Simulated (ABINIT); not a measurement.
Crystal: Fe.

```
Fe
1.0
    -1.44300    1.44300    1.44300
     1.44300   -1.44300    1.44300
     1.44300    1.44300   -1.44300
Fe
1
Direct
  0.00000 0.00000 0.00000
```

Base run:

* Program: ABINIT 10.8.3 (patched build)
* Functional: revPBE
* Potentials or basis: JTH PAW PBE v2.0
* Cutoff: 844 eV
* k mesh: 13 × 13 × 13
* Occupations: fermi-dirac, width 0.05 eV
* Spin: collinear spin, ferromagnetic start
* Starting moments: [3.0] μB

Its results: band gap on the k mesh none (metal or under the smearing width); pressure -6.4 GPa; net moment 2.30 μB per cell; site moments Fe +2.37 μB.

Q: The run is repeated on the same cell with these changes: functional from revPBE to PBE. What comes out?

A: Band gap on the k mesh none (metal or under the smearing width); pressure -10.6 GPa; net moment 2.26 μB per cell; site moments Fe +2.32 μB.

PBE binds more tightly than revPBE, so the same cell stands under less pressure.

Caveats: the PAW data sets were made with another functional, which shifts forces and pressure a little (some runs).
